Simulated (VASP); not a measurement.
**Si: work function with PBEsol**

Si, a slab with vacuum:

```
CELL_PARAMETERS angstrom
7.67511 0.00000 0.00000
0.00000 3.83755 0.00000
0.00000 0.00000 37.12458
ATOMIC_POSITIONS crystal
Si 0.59500 0.50000 0.31246
Si 0.25000 0.00000 0.37209
Si 0.00000 0.00000 0.33554
Si 0.50000 0.50000 0.44518
Si 0.25000 0.50000 0.40863
Si 0.25000 0.00000 0.51827
Si 0.50000 0.00000 0.48173
Si 0.50000 0.50000 0.59137
Si 0.25000 0.50000 0.55482
Si 0.25000 0.00000 0.66446
Si 0.00000 0.00000 0.62791
Si 0.34500 0.50000 0.70370
Si 0.90500 0.50000 0.29630
Si 0.75000 0.00000 0.37209
Si 0.50000 0.00000 0.33554
Si 0.00000 0.50000 0.44518
Si 0.75000 0.50000 0.40863
Si 0.75000 0.00000 0.51827
Si 0.00000 0.00000 0.48173
Si 0.00000 0.50000 0.59137
Si 0.75000 0.50000 0.55482
Si 0.75000 0.00000 0.66446
Si 0.50000 0.00000 0.62791
Si 0.65500 0.50000 0.68754
```

The slab is cut from a database's or a generator's crystal, which needn't be the stable form of the element.

```yaml
Program: VASP 6.6.1
Task: work function
Functional: PBEsol
Potentials_or_basis: VASP PAW PBE potentials, release 64 (Si)
Cutoff: 520 eV
k_mesh: 4 × 6 × 1
Occupations: gaussian, width 0.05 eV
Spin: no spin polarisation
Vacuum_Å: 22
Dipole_correction: yes
Further_INCAR_settings: ALGO = Normal; EDIFF = 1e-07
```

The largest force is 1.885 eV/Å, the band gap on the k mesh is none (metal or under the smearing width) and the work function of the upper face is 4.76 eV. The work function of the lower face is 4.76 eV.

Forces on the atoms (eV/Å):
```
Si   1.745  0.000 -0.712
Si  -0.160  0.000 -0.331
Si  -1.088  0.000 -1.197
Si   0.081  0.000  0.036
Si   0.007  0.000 -0.023
Si  -0.054  0.000 -0.009
Si  -0.077  0.000  0.041
Si   0.127  0.000 -0.070
Si   0.067  0.000  0.024
Si   1.088  0.000  1.197
Si   0.160  0.000  0.331
Si  -0.165  0.000 -1.290
Si   0.165  0.000  1.290
Si   0.457  0.000  0.211
Si  -0.989  0.000  0.595
Si  -0.067  0.000 -0.024
Si  -0.127  0.000  0.070
Si   0.077  0.000 -0.041
Si   0.054  0.000  0.009
Si  -0.007  0.000  0.023
Si  -0.081  0.000 -0.036
Si   0.989  0.000 -0.595
Si  -0.457  0.000 -0.211
Si  -1.745  0.000  0.712
```

Levels at points of the mesh, in eV from the Fermi level:
```
           k point  band 44  band 45  band 46  band 47  band 48  band 49  band 50  band 51  band 52  band 53
(0.00, 0.00, 0.00)    -0.55    -0.31    -0.20    -0.16    -0.01     0.27     0.33     0.54     0.61     0.97
(0.50, 0.00, 0.00)    -0.53    -0.20    -0.15    -0.07    -0.01     0.41     0.44     1.18     1.27     1.65
(0.00, 0.50, 0.00)    -1.37    -1.32    -1.31    -0.81    -0.70    -0.48    -0.29     0.72     0.86     1.31
(0.50, 0.50, 0.00)    -2.21    -2.01    -1.96    -0.68    -0.66    -0.18    -0.11     1.15     1.31     1.50
```

It took 7.5 min on 8 MPI ranks on Intel(R) Xeon(R) Platinum 8488C (Sapphire Rapids), with other jobs on the host, peak memory 1.3 GiB a rank.

Caveat: the PAW data sets were made with another functional, which shifts forces and pressure a little.
